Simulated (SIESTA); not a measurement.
Crystal: NiO.

```xyz
2
Lattice="0.0000 2.0859 2.0859 2.0859 0.0000 2.0859 2.0859 2.0859 0.0000" Properties=species:S:1:pos:R:3 pbc="T T T"
Ni    0.0000    0.0000    0.0000
O     2.0859    2.0859    2.0859
```

Base run:

```yaml
Program: SIESTA 5.4.2
Functional: PBE
Potentials_or_basis: PseudoDojo 0.4 standard (PBE files)
Basis: DZP (energy shift 0.003 Ry; two zetas on semicore shells)
Grid_cutoff: 800 Ry
Energy_shift: 0.003 Ry
k_mesh: 8 × 8 × 8
Occupations: fermi-dirac, width 0.05 eV
Spin: collinear spin, ferromagnetic start
Starting_moments: "[1.0, 0.0] μB"
```

Its results: band gap on the k mesh none (metal or under the smearing width); pressure -1.0 GPa; net moment 0.00 μB per cell.

Task: The run is repeated on the same cell with these changes: hubbard terms from none to Ni d U = 8 eV. What comes out?

Result: Band gap on the k mesh 2.53 eV, indirect (least direct gap 3.78 eV); pressure 17.3 GPa; net moment 2.00 μB per cell; site moments Ni +1.84; O +0.16 μB.

The U term pushes filled and empty states of the shell apart.

Caveats: short orbitals over semicore shells can move pressures by several GPa; the basis of atomic orbitals isn't converged, which shifts pressures, moduli and gaps; semilocal functionals often make such compounds metallic where correlation or magnetic order opens a gap, which also shifts bond lengths (some runs); a cell with one magnetic atom can't hold antiferromagnetic order, which such compounds often take (some runs).

A k mesh can miss the band edges.
